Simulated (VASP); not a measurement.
A run of VASP 6.6.1 is set up as follows.

The input INCAR:

```
SYSTEM = HgSe
  PREC = Accurate
  ENCUT = 600
  EDIFF = 1E-7
  ISMEAR = -1
  SIGMA = 0.05
  LREAL = .False.
  LASPH = .True.
  NELM = 80
  ALGO = Normal
  ISIF = 3
  LWAVE = .False.
  LCHARG = .False.
  GGA = 91
  IBRION = 2
  NSW = 60
  EDIFFG = -0.01
```

KPOINTS

```
Automatic mesh
0
Gamma
  8 8 8
  0 0 0
```

Contents of POSCAR:

```
HgSe
1.0
    0.0000000000      3.0390000000      3.0390000000
    3.0390000000      0.0000000000      3.0390000000
    3.0390000000      3.0390000000      0.0000000000
Hg Se
1 1
Direct
    0.0000000000      0.0000000000      0.0000000000
    0.7500000000      0.7500000000      0.7500000000
```

Potentials or basis: VASP PAW PBE potentials, release 64 (Hg, Se).

Launch:

```bash
$ cat potpaw_PBE.64/Hg/POTCAR potpaw_PBE.64/Se/POTCAR > POTCAR
$ mpirun -np 1 vasp_std > vasp.out
```

(1) Predict the band gap on the k mesh.

(2) Estimate the space group after relaxing (to 0.05 Å).

Answers

(1) none (metal or under the smearing width).

(2) F-43m (No. 216).
